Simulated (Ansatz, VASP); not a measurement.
## One calculation of Si2Ni, two programs

INCAR

```
SYSTEM = Si2Ni
  PREC = Accurate
  ENCUT = 520
  EDIFF = 1E-7
  ISMEAR = 0
  SIGMA = 0.15
  LREAL = .False.
  LASPH = .True.
  NELM = 100
  ALGO = Fast
  ISIF = 2
  LWAVE = .False.
  LCHARG = .False.
  GGA = PE
  NBANDS = 16
```

File KPOINTS:

```
regular mesh
0
Gamma
  10 10 10
  0 0 0
```

POSCAR

```
Si2Ni
1.0
   -0.1856602006      2.6966396963      2.7974956349
    2.4933280387     -0.1902201748      2.8020556091
    2.4864998761      2.6943715080     -0.1833920122
Si Ni
2 1
Direct
    0.2487405356      0.2544404918      0.2544024394
    0.7600279129      0.7486233526      0.7411749715
   -0.0087684485     -0.0030638444      0.0044225891
```

Input for Ansatz:

```yaml
crystal:
  lattice:
    - [-0.1856602006, 2.6966396963, 2.7974956349]
    - [2.4933280387, -0.1902201748, 2.8020556091]
    - [2.4864998761, 2.694371508, -0.1833920122]
  atoms:
    - { symbol: Si, position: [0.2487405356, 0.2544404918, 0.2544024394] }
    - { symbol: Si, position: [0.7600279129, 0.7486233526, 0.7411749715] }
    - { symbol: Ni, position: [-0.0087684485, -0.0030638444, 0.0044225891] }
basis:
  ecutwfc: 420
kpoints:
  mp_grid: { grid: [10, 10, 10] }
hamiltonian:
  xc: pbe
scf:
  occupations: { method: gaussian, width: 0.15 }
output:
  forces: true
  stress: true
  eigenvalues: true
```

Change from the starting cell: all atoms moved at random, sigma 0.02 Å a component, cell strained at random, sigma 0.06.

Alike in both runs: task single point; functional PBE; k mesh 10 × 10 × 10; occupations gaussian, width 0.15 eV; no spin polarisation.

|  | VASP | Ansatz |
| --- | --- | --- |
| version | VASP 6.6.1 | Ansatz 0.2.0 |
| potentials or method | VASP PAW PBE potentials, release 64 (Si, Ni) | scalar-relativistic, plane waves, PAW |
| plane-wave cutoff (eV) | 520 | 420 |
| valence electrons in the cell | 18 | 26 |

VASP gave:

| Quantity | Value |
| --- | --- |
| gap on the k mesh at the Fermi level (eV) | none |
| pressure (GPa) | -1.6 |
| largest component of the traceless stress (GPa) | 9.67 |
| rms of the force components (eV/Å) | 0.446 |

Problem. What did Ansatz give for the same quantities?

Solution. gap on the k mesh at the Fermi level (eV): none; pressure (GPa): -1.6; largest component of the traceless stress (GPa): 9.69; rms of the force components (eV/Å): 0.445.

Atom by atom the forces differ by 0.001 eV/Å (rms over components). A gap of «none» marks a metal or a gap that the smearing closes. The two sets of potentials don't hold the same shells in valence.

Caveats: forces of over 1 eV/Å show positions far from the minimum, so gaps and moduli don't describe the material at rest. Spin polarisation is off, so any magnetic state and its effect on volume and gap are missing.
